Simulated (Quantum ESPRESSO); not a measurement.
A calculation with Quantum ESPRESSO 7.5 of Al2Ru (native input, structure typed inline):

The input pw.in:

```
&CONTROL
  calculation = 'scf'
  prefix = 'pwscf'
  outdir = './tmp'
  pseudo_dir = './pseudo'
  tprnfor = .true.
  tstress = .true.
  disk_io = 'low'
/
&SYSTEM
  ibrav = 0
  celldm(1) = 8
  nat = 3
  ntyp = 2
  ecutwfc = 45
  ecutrho = 360
  nbnd = 18
  occupations = 'smearing'
  smearing = 'fd'
  degauss = 0.00367493
/
&ELECTRONS
  conv_thr = 6d-10
  electron_maxstep = 120
  mixing_beta = 0.5
/
ATOMIC_SPECIES
Ru   101.0700 ru_pbesol_v1.2.uspp.F.UPF
Al    26.9815 al_pbesol_v1.uspp.F.UPF
CELL_PARAMETERS alat
 -0.3685961875931   0.3685961875931   0.9972570395643
  0.3685961875931  -0.3685961875931   0.9972570395643
  0.3685961875931   0.3685961875931  -0.9972570395643
ATOMIC_POSITIONS crystal
Ru     0.0000000000    0.0000000000    0.0000000000
Al     0.3407978100    0.3407978100    0.0000000000
Al     0.6592021900    0.6592021900    0.0000000000
K_POINTS automatic
12 12 12 0 0 0
```

pp_density.in

```
&INPUTPP
  prefix = 'pwscf'
  outdir = './tmp'
  filplot = 'density.dat'
  plot_num = 0
/
&PLOT
  nfile = 1
  filepp(1) = 'density.dat'
  iflag = 3
  output_format = 6
  fileout = 'density.cube'
/
```

File pp_potential.in:

```
&INPUTPP
  prefix = 'pwscf'
  outdir = './tmp'
  filplot = 'potential.dat'
  plot_num = 11
/
&PLOT
  nfile = 1
  filepp(1) = 'potential.dat'
  iflag = 3
  output_format = 6
  fileout = 'potential.cube'
/
```

Potentials or basis: GBRV 1.5 PBEsol.

The run is started by

```sh
$ OMP_NUM_THREADS=1 mpirun -n 2 pw.x -nk 2 -in pw.in > pw.out
$ OMP_NUM_THREADS=1 mpirun -n 1 pp.x -in pp_density.in > pp_density.out
$ OMP_NUM_THREADS=1 mpirun -n 1 pp.x -in pp_potential.in > pp_potential.out
```

The cell comes from a database or a generator and needn't be the stable form of this composition.

**Question.** Write the same calculation in another form: ASE script, Cartesian positions.

**Answer.** As run:

File run.py:

```python
import numpy as np
from ase.calculators.espresso import Espresso, EspressoProfile
from ase.io import read

atoms = read('Al2Ru.xyz')

input_data = {
    'control': {'calculation': 'scf', 'prefix': 'pwscf', 'outdir': './tmp', 'tprnfor': True, 'tstress': True, 'disk_io': 'nowf'},
    'system': {'ecutwfc': 45.0, 'ecutrho': 360.0, 'nbnd': 18, 'occupations': 'smearing', 'smearing': 'fd', 'degauss': 0.00367493},
    'electrons': {'conv_thr': 6e-10, 'electron_maxstep': 120, 'mixing_beta': 0.5},
}
pseudopotentials = {'Ru': 'ru_pbesol_v1.2.uspp.F.UPF', 'Al': 'al_pbesol_v1.uspp.F.UPF'}
profile = EspressoProfile(command='mpirun -n 2 pw.x -nk 2', pseudo_dir='pseudo')
dft = Espresso(profile=profile, input_data=input_data, pseudopotentials=pseudopotentials, kpts=(12, 12, 12), koffset=(0, 0, 0))
atoms.calc = dft

print(f'energy {atoms.get_potential_energy():.8f} eV')
print('forces (eV/A)')
print(np.round(atoms.get_forces(), 6))
print('stress (eV/A^3, Voigt)')
print(np.round(atoms.get_stress(), 8))
print(f'Fermi level {dft.get_fermi_level():.4f} eV')
```

File Al2Ru.xyz:

```xyz
3
Lattice="-1.5604216200 1.5604216200 4.2218055900 1.5604216200 -1.5604216200 4.2218055900 1.5604216200 1.5604216200 -4.2218055900" Properties=species:S:1:pos:R:3 pbc="T T T"
Ru     0.0000000000      0.0000000000      0.0000000000
Al     0.0000000000      0.0000000000      2.8775641986
Al     0.0000000000      0.0000000000      5.5660469814
```

Potentials or basis: GBRV 1.5 PBEsol.

Run with:

```console
$ OMP_NUM_THREADS=1 python run.py
```

Both were run:

|  | native input, structure typed inline | ASE script, Cartesian positions |
| --- | --- | --- |
| Pressure | -0.6 GPa | -0.6 GPa |
| Largest force | 0.032 eV/Å | 0.032 eV/Å |
| Band gap on the k mesh | none (metal or under the smearing width) | none (metal or under the smearing width) |

Keys that steer only the numerical path or the files written may differ.
